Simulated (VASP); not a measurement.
Input of a VASP 6.6.1 run:

INCAR

```
SYSTEM = CdSe
ALGO     = Fast           ! electronic algorithm
EDIFF    = 1E-6           ! SCF threshold, eV
EDIFFG   = -0.005         ! ionic threshold
ENCUT    = 600            ! plane-wave cutoff, eV
GGA      = PS             ! functional
IBRION   = 2              ! ionic algorithm
ISIF     = 3              ! what is computed and relaxed
ISMEAR   = 0              ! smearing method
LASPH    = .True.         ! aspherical terms in the spheres
LCHARG   = .False.        ! write CHGCAR
LREAL    = .False.        ! projectors in reciprocal space
LWAVE    = .False.        ! write WAVECAR
NELM     = 100            ! most SCF steps
NSW      = 100            ! ionic steps
PREC     = Accurate       ! precision mode
SIGMA    = 0.02           ! smearing width, eV
```

Contents of KPOINTS:

```
k-points
0
Gamma
  10 10 10
  0 0 0
```

File POSCAR:

```
CdSe
1.0
    0.0000000000      3.0702712000      3.0702712000
    3.0702712000      0.0000000000      3.0702712000
    3.0702712000      3.0702712000      0.0000000000
Cd Se
1 1
Direct
    0.0000000000      0.0000000000      0.0000000000
    0.2500000000      0.2500000000      0.2500000000
```

Potentials or basis: VASP PAW PBE potentials, release 64 (Cd, Se).

The run is started by

```sh
$ cat potpaw_PBE.64/Cd/POTCAR potpaw_PBE.64/Se/POTCAR > POTCAR
$ mpirun -np 1 vasp_std > vasp.out
```

Task: Predict the relaxed cell.

Result: a = 4.308 Å, b = 4.308 Å, c = 4.308 Å, α = 60.00°, β = 60.00°, γ = 60.00°.

Task: Predict the band gap on the k mesh.

Result: 0.47 eV, direct.

Step by step:
```csv
step,energy change (eV),largest force (eV/Å),pressure (GPa),volume (Å³)
1,0.0000,0.0000,-1.16,57.88
2,-0.0045,0.0000,0.35,56.15
3,-0.0049,0.0000,0.03,56.54
```

Caveat: the PAW data sets were made with another functional, which shifts forces and pressure a little. PBEsol gaps usually lie below the measured ones, often by a third to a half.
